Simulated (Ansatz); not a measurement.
# Pressure against volume in BaTe

It was reached by relaxing an invented guess, and it needn't be the stable form of this composition.

Theory: Ansatz, DFT PBE, scalar-relativistic, plane waves, PAW. The final run on the 4-atom cell used 420 eV, a Γ-centred 6×6×4 mesh, 0.02 eV smearing and no spin polarisation.

```
CELL_PARAMETERS angstrom
4.89785 0.00000 0.00000
-2.44892 4.24166 0.00000
0.00000 0.00000 8.58992
ATOMIC_POSITIONS crystal
Ba 0.00000 0.00000 0.00000
Ba 0.00000 0.00000 0.50000
Te 0.33333 0.66667 0.75000
Te 0.66667 0.33333 0.25000
```

The cell was set to several volumes, with shape and atoms relaxed at each where symmetry leaves them free. Pressure is positive in compression, and energies count from the lowest row.

| row | V (Å³/atom) | P (GPa) | ΔE (meV/atom) | gap on mesh (eV) |
| --- | --- | --- | --- | --- |
| 1 | 39.260 | 4.69 | 70.2 | 1.52 |
| 2 | 40.599 | ? | ? | ? |
| 3 | 41.937 | 1.98 | 15.8 | 1.65 |
| 4 | 43.276 | 0.93 | 3.8 | 1.71 |
| 5 | 44.614 | 0.02 | 0.0 | 1.75 |
| 6 | 45.952 | -0.76 | 3.2 | 1.79 |
| 7 | 47.291 | -1.41 | 12.3 | 1.82 |
| 8 | 49.075 | -2.15 | 32.3 | 1.86 |

Question: Find B = −V·ΔP/ΔV from rows 4 and 6 and from rows 1 and 3, and from the two its slope B′ and its value B0 at zero pressure.

Answer: Rows 4 and 6 give −(43.276 + 45.952)/2 × (-0.76 − (0.93))/(45.952 − 43.276) = 28.2 GPa at a mean pressure of 0.09 GPa. Rows 1 and 3 give −(39.260 + 41.937)/2 × (1.98 − (4.69))/(41.937 − 39.260) = 41.1 GPa at a mean pressure of 3.33 GPa. So B′ = (41.1 − 28.2)/(3.33 − (0.09)) = 3.98 and B0 = 28.2 − 3.98 × (0.09) = 27.8 GPa. A third-order Birch–Murnaghan fit to all the energies gives B0 = 27.7 GPa and B′ = 4.3.

Question: Estimate the pressure and energy of row 2.

Answer: From row 5, V0 = 44.614 × (1 + (0.02)/27.8) = 44.646 Å³/atom. Murnaghan's form P = (B0/B′)·[(V0/V)^B′ − 1] gives (27.8/3.98) × [(44.646/40.599)^3.98 − 1] = 3.21 GPa; the computed pressure is 3.23 GPa, so the estimate is off by -0.02 GPa. The work of compression from row 3, with the mean of the two pressures, gives ΔE = 15.8 + (3.21 + 1.98)/2 × (41.937 − 40.599)/160.2 × 1000 = 37.5 meV/atom (1 eV/Å³ = 160.2 GPa); the computed value is 37.4 meV/atom.

Question: Fit the gap against pressure through the other rows and estimate it at the computed pressure of row 2.

Answer: Over the 7 rows the mean pressure is 0.4714 GPa and the mean gap is 1.729 eV. The sums of products of deviations are S_xx = 32.41 and S_xy = -1.609, so the slope is -1.609/32.41 = -0.04965 (r = -1.00, rms misfit 0.00 eV). At 3.23 GPa the line gives 1.729 + (-0.04965) × (3.23 − 0.4714) = 1.59 eV. The computed value is 1.59 eV, so the line is off by 0.00 eV, no more than the largest miss among the fitted rows (0.00 eV).

These runs have no spin–orbit coupling, which can matter for Te. Kohn–Sham gaps at this level usually fall short of measured ones. The missing spin–orbit coupling can work the other way here. All volumes keep the k mesh of the relaxed cell. A later test with randomly moved atoms came back to the same energy, though modes that don't fit the test's cell weren't probed.
